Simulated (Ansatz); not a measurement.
**Abstraction of Br: CBrCl2F + C4H9 → CCl2F + C4H9Br**

Species: CBrCl2F (bromodichlorofluoromethane) `FC(Cl)(Cl)Br`, singlet; C4H9 (1-butyl radical) `[CH2]CCC`, doublet; CCl2F (dichlorofluoromethyl radical) `F[C](Cl)Cl`, doublet; C4H9Br (1-bromobutane) `CCCCBr`, singlet. A radical takes Br: the energy is the difference in strength between two C–Br bonds in different surroundings.

Shapes, held fixed at every level: PBE0-D4/def2-TZVP. Flexible molecules stand in one conformer, not always the lowest. Programs: Ansatz 0.2.0. The zero-point and thermal change to 298 K, harmonic and unscaled (PBE0-D4/def2-TZVP), is +9.6 kJ/mol.

```
               level                    kind  ΔH(298 K) (kJ/mol)
         HF/def2-SVP            Hartree–Fock               -57.9
       HF/def2-TZVPP            Hartree–Fock               -58.0
r2SCAN-D4/def2-TZVPP                meta-GGA               -47.9
  PBE0-D4/def2-TZVPP           global hybrid               -53.9
  wB97X-V/def2-TZVPP  range-separated hybrid               -54.5
        MP2/def2-SVP     perturbation theory               -47.7
    CCSD(T)/def2-SVP   coupled cluster or CI               -50.9
      MP2/def2-TZVPP     perturbation theory               -46.9
```

MP2/def2-TZVPP gives ΔH(298 K) = -46.9 kJ/mol; the levels span -58.0 to -46.9. The median of the levels is -52.4. No measured value is set beside it here. Open shells run unrestricted unless RO is named. Relativity is left out for Br unless named. Correlated rows may include outer-core shells of Br, which these sets cover unevenly.
